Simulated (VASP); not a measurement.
Write the native input for VASP 6.6.1 that does the following.

```
Task                   : relaxation of cell and atoms
Functional             : LDA
Potentials or basis    : VASP PAW LDA potentials, release 64 (Rb_sv, Br)
Cutoff                 : 600 eV
k mesh                 : 7 × 7 × 7
Occupations            : fermi-dirac, width 0.05 eV
Spin                   : no spin polarisation
Further INCAR settings : ALGO = Fast; EDIFF = 1e-07; IBRION = 2; EDIFFG = -0.01; NSW = 40; ISIF = 3
```

The structure of RbBr lies in POSCAR:

```
RbBr
1.0
    0.0000000000      3.4270000000      3.4270000000
    3.4270000000      0.0000000000      3.4270000000
    3.4270000000      3.4270000000      0.0000000000
Rb Br
1 1
Direct
    0.0000000000      0.0000000000      0.0000000000
    0.5000000000      0.5000000000      0.5000000000
```

One way to write it, as run:

INCAR

```
SYSTEM = RbBr
ALGO     = Fast           ! electronic algorithm
EDIFF    = 1E-7           ! SCF threshold, eV
EDIFFG   = -0.01          ! ionic threshold
ENCUT    = 600            ! plane-wave cutoff, eV
GGA      = CA             ! functional
IBRION   = 2              ! ionic algorithm
ISIF     = 3              ! what is computed and relaxed
ISMEAR   = -1             ! smearing method
LASPH    = .TRUE.         ! aspherical terms in the spheres
LCHARG   = .FALSE.        ! write CHGCAR
LREAL    = .FALSE.        ! projectors in reciprocal space
LWAVE    = .FALSE.        ! write WAVECAR
NELM     = 100            ! most SCF steps
NSW      = 40             ! ionic steps
PREC     = Accurate       ! precision mode
SIGMA    = 0.05           ! smearing width, eV
```

KPOINTS

```
k-points
0
G
  7 7 7
  0 0 0
```

Potentials or basis: VASP PAW LDA potentials, release 64 (Rb_sv, Br).

Run with:

```bash
$ cat potpaw_LDA.64/Rb_sv/POTCAR potpaw_LDA.64/Br/POTCAR > POTCAR
$ mpirun -np 1 vasp_std > vasp.out
```

Results of the run:

```json
{"Relaxed volume": "37.27 Å³/atom", "Relaxed cell": "a = 4.724 Å, b = 4.724 Å, c = 4.724 Å, α = 60.00°, β = 60.00°, γ = 60.00°", "Space group after relaxing (to 0.05 Å)": "Fm-3m (No. 225)", "Energy gained by relaxing": "12.3 meV/atom", "Ionic steps": "3", "Pressure after relaxing": "0.0 GPa", "Band gap on the k mesh": "4.15 eV, direct"}
```

It took 59 s on 1 thread of Intel(R) Xeon(R) 6975P-C (Granite Rapids) (shared host), peak memory 0.22 GiB.
